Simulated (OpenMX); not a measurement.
Input of an OpenMX 3.8.5 run:

Contents of HfB2.dat:

```
System.CurrrentDirectory             ./
System.Name                          HfB2
DATA.PATH                            ./DFT_DATA13
level.of.stdout                      1
level.of.fileout                     0
Species.Number                       2
<Definition.of.Atomic.Species
  Hf  Hf7.0-s3p2d2           Hf_PBE13
  B   B7.0-s2p2              B_PBE13
Definition.of.Atomic.Species>

Atoms.Number                         3
Atoms.SpeciesAndCoordinates.Unit     Ang
<Atoms.SpeciesAndCoordinates
    1  Hf    0.0000000000    0.0000000000    0.0000000000   6.250  5.750
    2  B     1.5700000002    0.8977399225    1.7354678004   1.500  1.500
    3  B    -0.0000000002    1.8041798454    1.7309356008   1.500  1.500
Atoms.SpeciesAndCoordinates>

Atoms.UnitVectors.Unit               Ang
<Atoms.UnitVectors
     3.1400000000    0.0000000000    0.0000000000
    -1.5700000000    2.7193197679   -0.0135965988
     0.0000000000   -0.0174000000    3.4800000000
Atoms.UnitVectors>

scf.XcType                           GGA-PBE
scf.SpinPolarization                 on
scf.ElectronicTemperature            580.226
scf.energycutoff                     400.0
scf.maxIter                          60
scf.EigenvalueSolver                 band
scf.Kgrid                            10 10 8
scf.Mixing.Type                      rmm-diish
scf.Init.Mixing.Weight               0.05
scf.Min.Mixing.Weight                0.001
scf.Max.Mixing.Weight                0.3
scf.Mixing.History                   10
scf.Mixing.StartPulay                20
scf.criterion                        1.0e-8
scf.stress.tensor                    on
MD.Type                              nomd
scf.Ngrid                            32 32 42
```

Potentials or basis: OpenMX 2013 PBE set, Hf7.0-s3p2d2, B7.0-s2p2, fixed grid of 32 × 32 × 42 points.

The run is started by

```sh
$ openmx HfB2.dat -nt 1 > HfB2.std
```

What does it give for the band gap on the k mesh?

None (metal or under the smearing width).

What does it give for the largest force?

0.013 eV/Å.

Forces in eV/Å, atoms in the order of the input:
```
Hf   0.002  0.000  0.001
B   -0.006  0.011  0.002
B    0.006 -0.011 -0.003
```

Caveat: the basis of atomic orbitals isn't converged, which shifts pressures, moduli and gaps. Spin-orbit coupling is left out, which matters for the levels of Hf.
